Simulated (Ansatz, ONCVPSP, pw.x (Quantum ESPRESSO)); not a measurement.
**pw.x on fcc F: one setting changed**

Potential: optimised norm-conserving Vanderbilt (ONCV), ONCVPSP 4.0.1.1 (patched build), PBE; core [He], reference 2s2 2p5; waves: 2s: rc 0.60 bohr, ncon 3, nbas 7, qcut 11.8 1/bohr, local; 2p: rc 1.45 bohr, ncon 3, nbas 8, qcut 8.5 1/bohr, 3 projectors, debl 3.3 Ha; d scattering state at 0.08 Ha: rc 1.45 bohr, ncon 5, nbas 9, qcut 6.1 1/bohr, 3 projectors, debl 3.3 Ha; local part: the s channel; core correction: Teter function, fcfact 2.9, rcfact 1.4.

The reference run (k-mesh 16³, cutoffs 165/660 Ry, Fermi–Dirac 0.01 Ry, mixing_beta 0.4, conv_thr 1e-9, no spin) gives -0.29 GPa at 10.423 Å³/atom, where all-electron LAPW gives 0.02 GPa. This run, with its own iteration cap, changes ecutrho/ecutwfc to 3.

```
&control
  calculation='scf', prefix='x', pseudo_dir='./', outdir='./tmp', tstress=.true., disk_io='none'
/
&system
  ibrav=0, nat=1, ntyp=1, ecutwfc=165, ecutrho=495, nbnd=11,
  occupations='smearing', smearing='fd', degauss=0.01
/
&electrons
  conv_thr=1e-09, mixing_beta=0.4, electron_maxstep=70
/
ATOMIC_SPECIES
F 1.0 F.UPF
CELL_PARAMETERS angstrom
  0.00000000 1.73375442 1.73375442
  1.73375442 0.00000000 1.73375442
  1.73375442 1.73375442 0.00000000
ATOMIC_POSITIONS crystal
F 0.0000 0.0000 0.0000
K_POINTS automatic
16 16 16 0 0 0
```

```bash
pw.x < F.scf.in > F.scf.out
```

Task: How does the run end?

Result: It converges in 5 iterations; the free energy moves by +0.0 meV/atom and the pressure by +0.00 GPa. Below 4 the density is truncated and F is no longer variational, so a small shift in one case is no licence.

```
Message from routine set_cutoff:
     ecutrho < 4*ecutwfc, are you sure?
     Message from routine setup:
     using ibrav=0 with symmetry is DISCOURAGED, use correct ibrav instead
     lattice parameter (alat)  =       4.6334  a.u.
     unit-cell volume          =      70.3379 (a.u.)^3
     number of electrons       =         7.00
     number of Kohn-Sham states=           11
     kinetic-energy cutoff     =     165.0000  Ry
     charge density cutoff     =     495.0000  Ry
     scf convergence threshold =      1.0E-09
     Exchange-correlation= PBE
     number of k points=   145  Fermi-Dirac smearing, width (Ry)=  0.0100
     iteration #  1     ecut=   165.00 Ry     beta= 0.40
     c_bands:  1 eigenvalues not converged
     c_bands:  1 eigenvalues not converged
     c_bands:  1 eigenvalues not converged
     c_bands:  1 eigenvalues not converged
     c_bands:  1 eigenvalues not converged
     c_bands:  1 eigenvalues not converged
     [... 8 repeated lines left out ...]
     total energy              =     -47.89579852 Ry
     estimated scf accuracy    <       0.00003110 Ry
     iteration #  2     ecut=   165.00 Ry     beta= 0.40
     total energy              =     -47.89580515 Ry
     estimated scf accuracy    <       0.00000267 Ry
     iteration #  3     ecut=   165.00 Ry     beta= 0.40
     total energy              =     -47.89580697 Ry
     estimated scf accuracy    <       0.00000026 Ry
     iteration #  4     ecut=   165.00 Ry     beta= 0.40
     total energy              =     -47.89580721 Ry
     estimated scf accuracy    <          5.1E-09 Ry
     iteration #  5     ecut=   165.00 Ry     beta= 0.40
     the Fermi energy is    -1.2086 ev
!    total energy              =     -47.89580724 Ry
     estimated scf accuracy    <          4.9E-10 Ry
     smearing contrib. (-TS)   =      -0.01100816 Ry
     The total energy is F=E-TS. E is the sum of the following terms:
     one-electron contribution =     -15.50418281 Ry
     hartree contribution      =      11.53661576 Ry
     xc contribution           =      -9.63209327 Ry
     ewald contribution        =     -34.28513875 Ry
     convergence has been achieved in   5 iterations
          total   stress  (Ry/bohr**3)                   (kbar)     P=       -2.84
     Message from routine punch:
     Nothing written, as per user request (disk_io='none')
```

The run took about 1.7 min on one core of a shared host (Neoverse-N1, 64 threads, 124 GiB, load 56).
